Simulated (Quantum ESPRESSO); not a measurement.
## Pb: phonons at L under several settings

```xyz
1
Lattice="0.0000 2.4750 2.4750 2.4750 0.0000 2.4750 2.4750 2.4750 0.0000" Properties=species:S:1:pos:R:3 pbc="T T T"
Pb    0.0000    0.0000    0.0000
```

All runs used Quantum ESPRESSO 7.5; potentials PseudoDojo 0.4.1 SR PBEsol standard; k mesh 6 × 6 × 6; no spin polarisation; cutoff 762 eV; occupations cold, width 0.2 eV.

| level | geometry | volume (Å³/atom) | pressure (GPa) | frequencies (cm⁻¹) |
| --- | --- | --- | --- | --- |
| PBEsol | relaxed at 0 GPa | 30.67 | 0.0 | 30 30 67 |
| PBEsol | relaxed at 10 GPa | 26.15 | 10.0 | 34 34 103 |
| PBEsol | relaxed at 25 GPa | 23.05 | 25.0 | 43 43 137 |
| PBEsol | relaxed at 50 GPa | ? | 50.0 | ? |
| PBEsol | relaxed at 80 GPa | 18.34 | 80.0 | 65 65 215 |

Question: What stands in the row left open?

Answer: Volume 20.30 Å³/atom; frequencies 54 54 177 cm⁻¹.

Caveats: all runs use coarse meshes; the mesh is thin for the phonons of a metal; the cell is more than 3 GPa from zero pressure, which shifts response properties (some runs); the volume moved by over 15 % at a fixed basis, so the end points are rough (some runs).

For the row left open. Caveat: the k mesh is coarse (spacing up to 0.37 Å⁻¹), so the values aren't converged; the mesh is thin for the phonons of a metal; the volume moved by over 15 % at a fixed basis, so the end points are rough; the cell is more than 3 GPa from zero pressure, which shifts response properties.
